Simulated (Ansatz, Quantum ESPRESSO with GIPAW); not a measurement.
# Assigning the 23Na lines of Na3AlCl6

The values are calculated: DFT, LDA, plane-wave PAW (pslibrary 1.0.0 recipes), scalar-relativistic, GIPAW shieldings (Quantum ESPRESSO with GIPAW, a patched development version). Shieldings are without the macroscopic shape term, which is common to all sites.

```
Cl Al Na
1.0
     0.00000    5.01339    5.01339
     5.01339    0.00000    5.01339
     5.01339    5.01339    0.00000
Cl Al Na
6 1 3
Direct
  0.76896 0.76896 0.23104
  0.76896 0.23104 0.76896
  0.23104 0.76896 0.23104
  0.23104 0.76896 0.76896
  0.23104 0.23104 0.76896
  0.76896 0.23104 0.23104
  0.00000 0.00000 0.00000
  0.50000 0.50000 0.50000
  0.25000 0.25000 0.25000
  0.75000 0.75000 0.75000
```

The cell is a computed entry of the Materials Project; it need not be the form that is stable at ambient conditions. The coordinates shown are those after relaxation (atoms relaxed).

The Na sites:

| site | atom no. | atoms in cell | site symmetry | surroundings | bonds (Å) |
| --- | --- | --- | --- | --- | --- |
| Na(1) | 8 | 1 | m-3m | NaCl6 | 2.697 |
| Na(2) | 9 | 2 | -43m | NaCl12 | 3.550 |

The lines, in order of position:

| line | σ_iso (ppm) | relative area | span (ppm) | skew |
| --- | --- | --- | --- | --- |
| A | 593.1 | 2 | 0.0 | - |
| B | 534.0 | 1 | 0.0 | - |

Simulated spectrum: 23Na fast MAS, 16.4 T (184.8 MHz), lines broadened by 0.84 ppm; the axis counts ppm from the isotropic position of the most shielded site, as −Δσ; rigid lattice, with dipolar and J couplings and satellite transitions left out.

offset (ppm), intensity and a bar:
```
     64.8       0.00 
     62.6       0.00 
     60.5       0.01 
     59.1       0.50 ###############
     58.3       0.05 ##
     56.2       0.00 
     54.1       0.00 
     51.9       0.00 
     49.8       0.00 
     47.7       0.00 
     45.5       0.00 
     43.4       0.00 
     41.3       0.00 
     39.1       0.00 
     36.9       0.00 
     34.9       0.00 
     32.7       0.00 
     30.5       0.00 
     28.5       0.00 
     26.3       0.00 
     24.1       0.00 
     22.1       0.00 
     19.9       0.00 
     17.7       0.00 
     15.5       0.00 
     13.5       0.00 
     11.3       0.00 
      9.1       0.00 
      7.1       0.00 
      4.9       0.00 
      2.7       0.01 
      0.7       0.21 ######
      0.0       1.00 ##############################
     -1.5       0.02 
     -3.7       0.00 
     -5.7       0.00
```

Most prominent maxima (ppm: height): 59.1: 0.50, 0.0: 1.00.

**Question.** Which site gives which line?

A: A is Na(2) (NaCl12); B is Na(1) (NaCl6). The areas settle A and B, whose multiplicities are unique. Shielding rises with the number of neighbours over these sites, the usual order.

[Banner, clock, file and message-heading lines were taken out of the pw.x and gipaw.x logs.]

[Logs are printed without paths, hosts, clocks, repeated set-up lines and the standing remarks that a program may print on its own settings, such as how far it seeks lower states.]

[Hosts, paths, dates, database ids (printed as entryN), source tags and the programs' standing remarks are cut or masked in the printed files.]
